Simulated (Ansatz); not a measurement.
# Mo (bcc type): how the settings move a single-point run

How sensitive is a single-point run of Mo (bcc type) to its settings? A reference run comes first, then one run with altered input.

Computed with Ansatz 0.2.0 (reference: DFT, PBE, all-electron LAPW, scalar-relativistic, unless a step's input says otherwise).

### Step 1. The system as given

Symmetry: Im-3m, No. 229, cubic system. The conventional cell has a = 3.161 Å, b = 3.161 Å, c = 3.161 Å, α = 90.00°, β = 90.00°, γ = 90.00°. Mo (site symmetry m-3m) is surrounded by 8 Mo at 2.74 Å.

Structure file:

```cif
data_structure
_symmetry_space_group_name_H-M 'Im-3m'
_symmetry_Int_Tables_number 229
_cell_length_a 3.1607
_cell_length_b 3.1607
_cell_length_c 3.1607
_cell_angle_alpha 90.000
_cell_angle_beta 90.000
_cell_angle_gamma 90.000
_cell_volume 31.58
loop_
_atom_site_label
_atom_site_type_symbol
_atom_site_symmetry_multiplicity
_atom_site_Wyckoff_symbol
_atom_site_fract_x
_atom_site_fract_y
_atom_site_fract_z
_atom_site_occupancy
Mo1 Mo 2 a 0.00000 0.00000 0.00000 1
```

### Step 2. The reference run

input.yaml reads:

```yaml
crystal:
  lattice:
    - [3.1607300469, 0.0, 0.0]
    - [0.0, 3.1607300469, 0.0]
    - [0.0, 0.0, 3.1607300469]
  atoms:
    - { symbol: Mo, position: [0.0, 0.0, 0.0] }
    - { symbol: Mo, position: [0.5, 0.5, 0.5] }
kpoints:
  mp_grid: { grid: [12, 12, 12] }
scf:
  occupations: { method: fermi_dirac, width: 0.08 }
hamiltonian:
  xc: pbe
  pseudopotentials: { kind: all_electron, lapw: { basis_error: 0.001 } }
output:
  forces: true
  stress: true
  eigenvalues: true
```

Run with:

```sh
$ ansatz run input.yaml --threads 2 --pin off --max-ram 4096MiB --backend cpu --events-out ev --progress --plain --runs-dir out
```

### Step 3. Changed: mp_grid.shift [0.5, 0.5, 0.5]

Edit input.yaml of step 2 so:

```diff
@@ -9,3 +9,3 @@
 kpoints:
-  mp_grid: { grid: [12, 12, 12] }
+  mp_grid: { grid: [12, 12, 12], shift: [0.5, 0.5, 0.5] }
 scf:
```

**Question.** What will these runs give? Wanted: for each run, ending; energy change; pressure; gap; force.

As calculated:

| run | ending | energy change | pressure (GPa) | gap (eV) | force (eV/Å) | cycles | time |
| --- | --- | --- | --- | --- | --- | --- | --- |
| reference | converged | 0 | 0.1 | 0.00 | 0.00 | 7 | 7.5 s |
| 1: mp_grid.shift [0.5, 0.5, 0.5] | converged | +3.1 meV/atom | 0.1 | 0.00 | 0.00 | 8 | 5.7 s |

Residual by cycle in the longest SCF loop of each run; runs are numbered as in the table. The quantity is the density residual dr2, in eV.

| cycle | reference | run 1 |
| --- | --- | --- |
| 1 | 0.562 | 0.564 |
| 2 | 0.115 | 0.114 |
| 3 | 0.047 | 0.0467 |
| 4 | 0.00862 | 0.00852 |
| 5 | 6.0e-4 | 6.0e-4 |
| 6 | 1.3e-5 | 1.3e-5 |
| 7 | 6.7e-8 | 7.2e-8 |
| 8 | - | 2.0e-9 |

**Reading.** Changing the k-point mesh moves the energy by +3.1 meV/atom. Sampling errors of the energy have no fixed sign.
